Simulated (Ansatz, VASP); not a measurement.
PbS in VASP and in Ansatz

The input INCAR:

```
PREC = Accurate
ENCUT = 520
EDIFF = 1E-6
ISMEAR = 0
SIGMA = 0.01
LREAL = F
LASPH = T
NELM = 80
ALGO = Normal
ISIF = 2
LWAVE = F
LCHARG = F
GGA = PS
NBANDS = 28
```

KPOINTS

```
regular mesh
0
Gamma
  4 4 4
```

The input POSCAR:

```
PbS
1.0
    2.0637484146     -5.8692756833      0.0000000000
    2.0637484146      5.8692756833      0.0000000000
    0.0000000000      0.0000000000      4.2604423703
Pb S
2 2
Direct
    0.8722772600      0.1277227400      0.7500000000
    0.1277227400      0.8722772600      0.2500000000
    0.6436799886      0.3563200114      0.7500000000
    0.3563200114      0.6436799886      0.2500000000
```

Input for Ansatz:

```yaml
crystal:
  lattice:
    - [2.0637484146, -5.8692756833, 0.0]
    - [2.0637484146, 5.8692756833, 0.0]
    - [0.0, 0.0, 4.2604423703]
  atoms:
    - { symbol: Pb, position: [0.87227726, 0.12772274, 0.75] }
    - { symbol: Pb, position: [0.12772274, 0.87227726, 0.25] }
    - { symbol: S, position: [0.6436799886, 0.3563200114, 0.75] }
    - { symbol: S, position: [0.3563200114, 0.6436799886, 0.25] }
kpoints:
  mp_grid: { grid: [4, 4, 4] }
hamiltonian:
  xc: pbesol
scf:
  occupations: { method: fixed }
  n_extra_bands: 5
output:
  forces: true
  stress: true
  eigenvalues: true
  write_density: true
  write_potential: true
  elf: true
  volumetric_format: npy
```

Measurements of this composition are mostly on another form, of space group No. 225.

Alike in both runs: task single point; functional PBEsol; k mesh 4 × 4 × 4; no spin polarisation.

|  | VASP | Ansatz |
| --- | --- | --- |
| version | VASP 6.6.1 | Ansatz 0.2.0 |
| potentials or method | VASP PAW PBE potentials, release 64 (Pb_d, S) | plane waves, PAW |
| plane-wave cutoff (eV) | 520 | 420 |
| occupations | gaussian, width 0.01 eV | fixed |
| valence electrons in the cell | 40 | 40 |

VASP gave:

- gap on the k mesh at the Fermi level (eV): 1.18
- pressure (GPa): -1.1
- largest component of the traceless stress (GPa): 0.29
- rms of the force components (eV/Å): 0.014

Question: Which values does Ansatz return?

Answer: gap on the k mesh at the Fermi level (eV): 1.18; pressure (GPa): -1.1; largest component of the traceless stress (GPa): 0.31; rms of the force components (eV/Å): 0.012.

Atom by atom the forces differ by 0.001 eV/Å (rms over components).

Caveats: the PAW data sets were made with another functional, which shifts forces and pressure a little (VASP); spin-orbit coupling is left out, which as a rule narrows the gap of such compounds by several tenths of an eV. A k mesh can miss the band edges.
